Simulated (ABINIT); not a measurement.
# CdS (Hawleyite) (F-43m) in ABINIT: convergence with k mesh

Aim: find how far k mesh must go before the results for CdS (Hawleyite) settle, at PBEsol. This setting moves, with any that are tied to it; all else stays.

All numbers are computed with ABINIT 10.8.3 (patched build); they aren't measurements. Logs are shortened: lines on timing, memory, paths and dates and some standing lists are left out, and cuts for length are marked. The log counts tension as positive stress, the text compression.

**1. The structure**

Symmetry: F-43m, No. 216, cubic system. Conventional cell: a = 5.833 Å, b = 5.833 Å, c = 5.833 Å, α = 90.00°, β = 90.00°, γ = 90.00°. Cd (site symmetry -43m) has 4 S at 2.53 Å as nearest neighbours. S (site symmetry -43m) is surrounded by 4 Cd at 2.53 Å.

**2. With k mesh 1 × 1 × 1**

File run.abi:

```
# Pseudopotentials
pp_dirpath "./"
pseudos "Cd.upf, S.upf"

# Structure
acell 7.7942771716 7.7942771716 7.7942771716
rprim
     0.0000000000     0.7071067812     0.7071067812
     0.7071067812     0.0000000000     0.7071067812
     0.7071067812     0.7071067812     0.0000000000
ntypat 2
znucl 48 16
natom 2
typat 1 2
xred
     0.0000000000     0.0000000000     0.0000000000
     0.7500000000     0.7500000000     0.7500000000

# Plane-wave basis
ecut 60.0

# k points
kptopt 1
ngkpt 1 1 1
nshiftk 1
shiftk 0.0 0.0 0.0

# Exchange and correlation
ixc -116133

# Bands and occupations
nband 17
occopt 4
tsmear 0.05 eV

# SCF cycle
nstep 100
tolvrs 1.0e-10

# Output
iomode 3
prtwf 0
prtden 0
prteig 0
prtebands 0
enunit 2
```

Potentials or basis: PseudoDojo NC SR PBEsol v0.4 stringent.

The run is started by

```
$ abinit run.abi > log 2>&1
```

Run time: 8 s. Hardware: 1 thread of Arm Neoverse V1, shared host; peak memory 0.12 GiB.

Results (log left out):

```
Free energy                                           : -5053.4394 eV
Pressure                                              : 35.3 GPa
Valence electrons inside the program's atomic spheres : Cd 17.15; S 4.28
```

**3. With k mesh 2 × 2 × 2**

run.abi: that of step 2 with these lines changed.

```diff
@@ -23,3 +23,3 @@
 kptopt 1
-ngkpt 1 1 1
+ngkpt 2 2 2
 nshiftk 1
```

Potentials or basis: PseudoDojo NC SR PBEsol v0.4 stringent.

The run is started by

```
$ abinit run.abi > log 2>&1
```

It took 12 s on 1 thread of Arm Neoverse V1, shared host; peak memory 0.12 GiB.

Results (log left out):

| Item | Value |
| --- | --- |
| Free energy | -5063.3921 eV |
| Pressure | 3.1 GPa |
| Band gap on the k mesh | 0.84 eV, direct |
| Valence electrons inside the program's atomic spheres | Cd 17.16; S 3.96 |

**4. With k mesh 3 × 3 × 3**

run.abi: that of step 3 with these lines changed.

```diff
@@ -23,3 +23,3 @@
 kptopt 1
-ngkpt 2 2 2
+ngkpt 3 3 3
 nshiftk 1
```

The run is started by

```
$ abinit run.abi > log 2>&1
```

Run time: 23 s. Hardware: 1 thread of Arm Neoverse V1, shared host; peak memory 0.13 GiB.

It converged, with:

```
Free energy                                           : -5064.2139 eV
Pressure                                              : 0.4 GPa
Band gap on the k mesh                                : 0.96 eV, direct
Valence electrons inside the program's atomic spheres : Cd 17.17; S 3.92
```

**5. With k mesh 4 × 4 × 4**

run.abi: that of step 4 with these lines changed.

```diff
@@ -23,3 +23,3 @@
 kptopt 1
-ngkpt 3 3 3
+ngkpt 4 4 4
 nshiftk 1
```

The run is started by

```
$ abinit run.abi > log 2>&1
```

Run time: 40 s. Hardware: 1 thread of Arm Neoverse V1, shared host; peak memory 0.13 GiB.

The run converged. Its results:

| Property | Result |
| --- | --- |
| Free energy | -5064.3468 eV |
| Pressure | -0.1 GPa |
| Band gap on the k mesh | 0.99 eV, direct |
| Valence electrons inside the program's atomic spheres | Cd 17.17; S 3.90 |

**6. With k mesh 5 × 5 × 5**

run.abi: that of step 5 with these lines changed.

```diff
@@ -23,3 +23,3 @@
 kptopt 1
-ngkpt 4 4 4
+ngkpt 5 5 5
 nshiftk 1
```

Potentials or basis: PseudoDojo NC SR PBEsol v0.4 stringent.

The run is started by

```
$ abinit run.abi > log 2>&1
```

It took 56 s on 1 thread of Arm Neoverse V1, shared host; peak memory 0.14 GiB.

The run converged. Its results:

```
Free energy                                           : -5064.3740 eV
Pressure                                              : -0.3 GPa
Band gap on the k mesh                                : 1.00 eV, direct
Valence electrons inside the program's atomic spheres : Cd 17.17; S 3.90
```

**7. With k mesh 6 × 6 × 6**

run.abi: that of step 6 with these lines changed.

```diff
@@ -23,3 +23,3 @@
 kptopt 1
-ngkpt 5 5 5
+ngkpt 6 6 6
 nshiftk 1
```

The run is started by

```
$ abinit run.abi > log 2>&1
```

It took 84 s on 1 thread of Arm Neoverse V1, shared host; peak memory 0.15 GiB.

Results (log left out):

```
Free energy                                           : -5064.3807 eV
Pressure                                              : -0.3 GPa
Band gap on the k mesh                                : 1.00 eV, direct
Valence electrons inside the program's atomic spheres : Cd 17.17; S 3.90
```

**8. With k mesh 7 × 7 × 7**

run.abi: that of step 7 with these lines changed.

```diff
@@ -23,3 +23,3 @@
 kptopt 1
-ngkpt 6 6 6
+ngkpt 7 7 7
 nshiftk 1
```

The run is started by

```
$ abinit run.abi > log 2>&1
```

It took 1.8 min on 1 thread of Arm Neoverse V1, shared host; peak memory 0.16 GiB.

It converged, with:

| Quantity | Value |
| --- | --- |
| Free energy | -5064.3826 eV |
| Pressure | -0.3 GPa |
| Band gap on the k mesh | 1.00 eV, direct |
| Valence electrons inside the program's atomic spheres | Cd 17.17; S 3.90 |

**9. With k mesh 9 × 9 × 9**

run.abi: that of step 8 with these lines changed.

```diff
@@ -23,3 +23,3 @@
 kptopt 1
-ngkpt 7 7 7
+ngkpt 9 9 9
 nshiftk 1
```

Potentials or basis: PseudoDojo NC SR PBEsol v0.4 stringent.

The run is started by

```
$ abinit run.abi > log 2>&1
```

Wall time 3.2 min (1 thread of Arm Neoverse V1, shared host); peak memory 0.19 GiB.

It converged, with:

* Free energy: -5064.3834 eV
* Pressure: -0.3 GPa
* Band gap on the k mesh: 1.00 eV, direct
* Valence electrons inside the program's atomic spheres: Cd 17.17; S 3.90

**10. With k mesh 10 × 10 × 10**

run.abi: that of step 9 with these lines changed.

```diff
@@ -23,3 +23,3 @@
 kptopt 1
-ngkpt 9 9 9
+ngkpt 10 10 10
 nshiftk 1
```

Potentials or basis: PseudoDojo NC SR PBEsol v0.4 stringent.

The run is started by

```
$ abinit run.abi > log 2>&1
```

run.abo:

```text
.Version 10.8.3 of ABINIT
 Symmetries : space group F-4 3 m (#216); Bravais cF (face-center cubic)
================================================================================
 Values of the parameters that define the memory need of the present run
     intxc =       0    ionmov =       0      iscf =       7    lmnmax =       6
     lnmax =       6     mgfft =      60  mpssoang =       3    mqgrid =    3001
     natom =       2  nloc_mem =       1    nspden =       1   nspinor =       1
    nsppol =       1      nsym =      24    n1xccc =    2501    ntypat =       2
    occopt =       4   xclevel =       2
       mpw =        7480          nfft =      216000          nkpt =          47
================================================================================
================================================================================

--------------------------------------------------------------------------------
------------- Echo of variables that govern the present computation ------------
--------------------------------------------------------------------------------
 -outvars: echo values of preprocessed input variables --------
            acell      7.7942771716E+00  7.7942771716E+00  7.7942771716E+00 Bohr
              amu      1.12411000E+02  3.20660000E+01
             ecut      6.00000000E+01 Hartree
           enunit           2
              ixc     -116133
         kptrlatt       10    0    0      0   10    0      0    0   10
          kptrlen      7.79427717E+01
            natom           2
            nband          17
            ngfft          60      60      60
             nkpt          47
            nstep         100
             nsym          24
           ntypat           2
           occopt           4
           prtden           0
        prtebands           0
           prteig           0
            prtwf           0
            rprim      0.0000000000E+00  7.0710678120E-01  7.0710678120E-01
                       7.0710678120E-01  0.0000000000E+00  7.0710678120E-01
                       7.0710678120E-01  7.0710678120E-01  0.0000000000E+00
          spgroup         216
           tolvrs      1.00000000E-10
           tsmear      1.83746611E-03 Hartree
            typat      1  2
           xangst      0.0000000000E+00  0.0000000000E+00  0.0000000000E+00
                       4.3747499971E+00  4.3747499971E+00  4.3747499971E+00
            xcart      0.0000000000E+00  0.0000000000E+00  0.0000000000E+00
                       8.2670793639E+00  8.2670793639E+00  8.2670793639E+00
             xred      0.0000000000E+00  0.0000000000E+00  0.0000000000E+00
                       7.5000000000E-01  7.5000000000E-01  7.5000000000E-01
            znucl       48.00000   16.00000

================================================================================

 chkinp: Checking input parameters for consistency.

================================================================================
[... 98 lines left out ...]
    2        2.00000          3.89961591
================================================================================

 ----iterations are completed or convergence reached----

 Mean square residual over all n,k,spin=   11.548E-09; max=  41.474E-07
 reduced coordinates (array xred) for    2 atoms
       0.000000000000      0.000000000000      0.000000000000
       0.750000000000      0.750000000000      0.750000000000
 rms dE/dt=  2.3800E-29; max dE/dt=  3.3658E-29; dE/dt below (all hartree)
    1       0.000000000000      0.000000000000     -0.000000000000
    2       0.000000000000      0.000000000000      0.000000000000

 cartesian coordinates (angstrom) at end:
    1      0.00000000000000     0.00000000000000     0.00000000000000
    2      4.37474999712710     4.37474999712710     4.37474999712710

 cartesian forces (hartree/bohr) at end:
    1      0.00000000000000     0.00000000000000    -0.00000000000000
    2     -0.00000000000000    -0.00000000000000     0.00000000000000
 frms,max,avg= 2.9235062E-30 4.5802540E-30   0.000E+00  0.000E+00  0.000E+00 h/b

 cartesian forces (eV/Angstrom) at end:
    1      0.00000000000000     0.00000000000000    -0.00000000000000
    2     -0.00000000000000    -0.00000000000000     0.00000000000000
 frms,max,avg= 1.5033274E-28 2.3552613E-28   0.000E+00  0.000E+00  0.000E+00 e/A
 length scales=  7.794277171600  7.794277171600  7.794277171600 bohr
              =  4.124553851874  4.124553851874  4.124553851874 angstroms
 Fermi (or HOMO) energy (hartree) =   0.18287   Average Vxc (hartree)=  -0.35285
 Eigenvalues (hartree) for nkpt=  47  k points:
 kpt#   1, nband= 17, wtk=  0.00100, kpt=  0.0000  0.0000  0.0000 (reduced coord)
  -3.55303   -2.12332   -2.12332   -2.12332   -0.28720   -0.11620   -0.11620   -0.11620
  -0.09830   -0.09830    0.16767    0.16767    0.16767    0.20458    0.40375    0.40375
   0.40375
      occupation numbers for kpt#   1
   2.00000    2.00000    2.00000    2.00000    2.00000    2.00000    2.00000    2.00000
   2.00000    2.00000    2.00000    2.00000    2.00000    0.00000    0.00000    0.00000
   0.00000
 prteigrs : prtvol=0 or 1, do not print more k-points.

 Fermi (or HOMO) energy (eV) =   4.97612   Average Vxc (eV)=  -9.60161
 Eigenvalues (   eV  ) for nkpt=  47  k points:
 kpt#   1, nband= 17, wtk=  0.00100, kpt=  0.0000  0.0000  0.0000 (reduced coord)
 -96.68285  -57.77858  -57.77858  -57.77858   -7.81522   -3.16202   -3.16202   -3.16202
  -2.67497   -2.67497    4.56259    4.56259    4.56259    5.56697   10.98653   10.98653
  10.98653
 prteigrs : prtvol=0 or 1, do not print more k-points.

--- !EnergyTerms
iteration_state     : {dtset: 1, }
comment             : Components of total free energy in Hartree
kinetic             :  6.56419267034032E+01
hartree             :  6.49343125767931E+01
xc                  : -2.71642876171241E+01
Ewald energy        : -9.94062292434348E+01
psp_core            :  2.21294644843761E+00
local_psp           : -2.03889906322476E+02
non_local_psp       :  1.15585756110662E+01
internal            : -1.86112661843335E+02
'-kT*entropy'       :  7.85727299524344E-16
total_energy        : -1.86112661843335E+02
total_energy_eV     : -5.06438352668664E+03
band_energy         : -2.08599333483311E+01
...

 Cartesian components of stress tensor (hartree/bohr^3)
  sigma(1 1)=  1.09164461E-05  sigma(3 2)=  0.00000000E+00
  sigma(2 2)=  1.09164461E-05  sigma(3 1)=  0.00000000E+00
  sigma(3 3)=  1.09164461E-05  sigma(2 1)=  0.00000000E+00

-Cartesian components of stress tensor (GPa)         [Pressure= -3.2117E-01 GPa]
- sigma(1 1)=  3.21172932E-01  sigma(3 2)=  0.00000000E+00
- sigma(2 2)=  3.21172932E-01  sigma(3 1)=  0.00000000E+00
- sigma(3 3)=  3.21172932E-01  sigma(2 1)=  0.00000000E+00

== END DATASET(S) ==============================================================
================================================================================

 -outvars: echo values of variables after computation  --------
            acell      7.7942771716E+00  7.7942771716E+00  7.7942771716E+00 Bohr
           etotal     -1.8611266184E+02
            fcart      1.5267513384E-30  1.5267513384E-30 -4.5802540152E-30
                      -1.5267513384E-30 -1.5267513384E-30  4.5802540152E-30
            rprim      0.0000000000E+00  7.0710678120E-01  7.0710678120E-01
                       7.0710678120E-01  0.0000000000E+00  7.0710678120E-01
                       7.0710678120E-01  7.0710678120E-01  0.0000000000E+00
           strten      1.0916446087E-05  1.0916446087E-05  1.0916446087E-05
                       0.0000000000E+00  0.0000000000E+00  0.0000000000E+00
           xangst      0.0000000000E+00  0.0000000000E+00  0.0000000000E+00
                       4.3747499971E+00  4.3747499971E+00  4.3747499971E+00
             xred      0.0000000000E+00  0.0000000000E+00  0.0000000000E+00
                       7.5000000000E-01  7.5000000000E-01  7.5000000000E-01
 Calculation completed.
```

Wall time 4.2 min (1 thread of Arm Neoverse V1, shared host); peak memory 0.21 GiB.

Results:

```yaml
Free_energy: -5064.3835 eV
Pressure: -0.3 GPa
Band_gap_on_the_k_mesh: 1.00 eV, direct
Valence_electrons_inside_the_program's_atomic_spheres: Cd 17.17; S 3.90
```

**11. Result**

```
      k mesh  energy less the tightest run (meV/atom)  pressure (GPa)  gap on the mesh (eV)  SCF cycles  CPU time (s)  peak memory (GiB)
   1 × 1 × 1                                  5472.06           35.26                     -          15             8               0.12
   2 × 2 × 2                                   495.71            3.05                 0.842          11            12               0.12
   3 × 3 × 3                                    84.81            0.43                 0.961          11            23               0.13
   4 × 4 × 4                                    18.35           -0.15                 0.991          11            40               0.13
   5 × 5 × 5                                     4.76           -0.28                 1.000          11            56               0.14
   6 × 6 × 6                                     1.42           -0.31                 1.003          11            84               0.15
   7 × 7 × 7                                     0.47           -0.32                 1.004          11           110               0.16
   9 × 9 × 9                                     0.06           -0.32                 1.004          11           190               0.19
10 × 10 × 10                                     0.00           -0.32                 1.004          11           250               0.21
```

Against the tightest run, the energy stays within 1 meV/atom from 7 × 7 × 7 on; the pressure stays within 0.1 GPa from 5 × 5 × 5 on; the gap on the mesh stays within 0.01 eV from 5 × 5 × 5 on. Meshes of other sizes hit other points, so gaps and Fermi surfaces needn't settle smoothly. The tightest run that finished is the yardstick and may itself not be fully converged.
